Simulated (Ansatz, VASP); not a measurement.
## Two plane-wave programs on Re

The input INCAR:

```
SYSTEM = Re
PREC = Accurate
ENCUT = 520
EDIFF = 1E-6
ISMEAR = 0
SIGMA = 0.15
LREAL = .FALSE.
LASPH = .TRUE.
NELM = 80
ALGO = Fast
ISIF = 2
LWAVE = .FALSE.
LCHARG = .TRUE.
GGA = PE
LELF = .TRUE.
LVHAR = .TRUE.
NBANDS = 10
```

The input KPOINTS:

```
Automatic mesh
0
G
  22 22 22
  0 0 0
```

The input POSCAR:

```
Re
1.0
    0.0000000000      1.9750000000      1.9750000000
    1.9750000000      0.0000000000      1.9750000000
    1.9750000000      1.9750000000      0.0000000000
Re
1
Direct
    0.0000000000      0.0000000000      0.0000000000
```

Input for Ansatz:

```yaml
crystal:
  lattice:
    - [0.0, 1.975, 1.975]
    - [1.975, 0.0, 1.975]
    - [1.975, 1.975, 0.0]
  atoms:
    - { symbol: Re, position: [0.0, 0.0, 0.0] }
basis:
  ecutwfc: 420
kpoints:
  mp_grid: { grid: [22, 22, 22] }
hamiltonian:
  xc: pbe
scf:
  occupations: { method: gaussian, width: 0.15 }
output:
  forces: true
  stress: true
  eigenvalues: true
```

This isn't the form of Re at room conditions, which is hcp.

Alike in both runs: task single point; functional PBE; k mesh 22 × 22 × 22; occupations gaussian, width 0.15 eV; no spin polarisation.

|  | VASP | Ansatz |
| --- | --- | --- |
| version | VASP 6.6.1 | Ansatz 0.2.0 |
| potentials or method | VASP PAW PBE potentials, release 64 (Re) | scalar-relativistic, plane waves, PAW |
| plane-wave cutoff (eV) | 520 | 420 |
| valence electrons in the cell | 7 | 15 |

```tsv
	VASP	Ansatz	Ansatz less VASP
gap on the k mesh at the Fermi level (eV)	none	none	-
pressure (GPa)	-9.9	-9.2	+0.74
```

A gap of «none» marks a metal or a gap that the smearing closes. The two sets of potentials don't hold the same shells in valence.

The runs have no spin-orbit coupling, so splittings on Re are missing.
